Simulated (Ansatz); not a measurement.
## Wurtzite BeO

Method: PBE-D3(BJ) in Ansatz (PAW).

Run with plane-wave cutoff 520 eV, 18×18×8 k mesh (along the axes of the cell as run), Fermi–Dirac smearing 0.01 eV, scalar-relativistic PAW data made under PBE.

Cell (relaxed at this level):

```cif
data_Be2O2
_chemical_formula_sum 'Be2 O2'
_space_group_name_H-M_alt 'P 1'
_space_group_IT_number 1
_cell_length_a 2.69043
_cell_length_b 2.69043
_cell_length_c 4.36996
_cell_angle_alpha 90.000
_cell_angle_beta 90.000
_cell_angle_gamma 120.000
loop_
_space_group_symop_operation_xyz
  'x, y, z'
loop_
_atom_site_label
_atom_site_type_symbol
_atom_site_fract_x
_atom_site_fract_y
_atom_site_fract_z
_atom_site_occupancy
Be1 Be 0.66667 0.33333 0.50015 1
Be2 Be 0.33333 0.66667 0.00015 1
O1 O 0.66667 0.33333 0.87785 1
O2 O 0.33333 0.66667 0.37785 1
```

```json
{
  "bulk_modulus": "218 GPa",
  "band_gap": "7.70 eV (direct)",
  "width_of_the_whole_s_p_valence_band": "18.75 eV",
  "pressure derivative B′ of the bulk modulus": "3.7"
}
```

Measured, for comparison: band gap 11.29 eV (zero-point renormalisation of 699 meV (computed, non-adiabatic AHC, without the lattice-expansion part) added back here; inputs from Miglio et al. (2020), arXiv:2011.12765); bulk modulus 212 GPa (room temperature, no zero-point or thermal correction, K' fixed at 4, our sources range from 212 to 224; as tabulated in High-pressure and high-temperature crystal chemistry of beryllium oxide (Scilit …). Computed (rounded) less measured: band gap -3.59 eV, bulk modulus +3 % (inside the range of the sources held).

Note: the bulk modulus comes from volumes at which shape and atoms were relaxed.

It cost about 2.1 core-minutes (a rough figure) of CPU time.

Ansatz is a program for electronic structure.
